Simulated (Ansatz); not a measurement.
## Deforming MnO

```xyz
2
Lattice="0.0000 2.2197 2.2197 2.2197 0.0000 2.2197 2.2197 2.2197 0.0000" Properties=species:S:1:pos:R:3 pbc="T T T"
Mn    0.0000    0.0000    0.0000
O     2.2197    2.2197    2.2197
```

Atoms are numbered in the order listed.

Conventional cell: a = 4.439 Å, b = 4.439 Å, c = 4.439 Å, α = 90.00°, β = 90.00°, γ = 90.00°. Mn (atom 1) is surrounded by 6 O at 2.22 Å. O (atom 2) has 6 Mn at 2.22 Å as nearest neighbours.

The structure comes from a relaxation in the same program, started in the rocksalt type, and has space group Fm-3m. Whether it is a known phase or the ground state wasn't checked.

Semilocal functionals without U often leave such compounds metallic or with too small a gap, and the real magnetic order may differ.

The magnetic state is the one reached from the start moments; no search over orders was made, so it needn't be the ground state.

All numbers below come from Ansatz 0.2.0, DFT, PBE, all-electron PAW with datasets made for the crystal, scalar-relativistic.

Numerical set-up: a Γ-centred 13×13×13 k mesh, Fermi–Dirac smearing of 0.05 eV, cutoff 360 eV (chosen by the program for this cell), spin-polarised from start moments Mn1 4 μB.

The unchanged cell is at 0.00 GPa.

In a metal, stresses and small energies carry noise from the k mesh.

x, y and z are the Cartesian axes of the cell as listed; fractional coordinates follow a strain, and an engineering shear is twice the off-diagonal strain component.

**Question.** With this change (z strained by +4 % at fixed volume), what becomes of the energy and stress and moment?

**Answer.** Energy change -2 meV/atom; stress change (xx, yy, zz, yz, xz, xy) 0.31, 0.31, 0.84, 0.00, 0.00, 0.00 GPa, compression positive; moment 4.74 → 4.73 μB.

**Question.** With this change (z strained by +2 % at fixed volume), what becomes of the energy and stress and moment?

**Answer.** Energy change under 1 meV/atom; stress change (xx, yy, zz, yz, xz, xy) -0.19, -0.19, 0.69, 0.00, 0.00, 0.00 GPa, compression positive; moment 4.74 → 4.74 μB.

With atom 2 (O) moved by (0.0000, 0.0000, 0.0300) Å: energy change under 1 meV/atom; stress change (xx, yy, zz, yz, xz, xy) 0.05, 0.05, 0.21, 0.00, 0.00, 0.00 GPa, compression positive; change of the force on O2 (0.000, 0.000, -0.112) eV/Å; moment 4.74 → 4.75 μB.

**Question.** What force constant does this one finite step give for O2 along its displacement (all its periodic images move with it)?

**Answer.** k = −ΔF·u/|u|² = 3.72 eV/Å², so the force pulls the atom back.
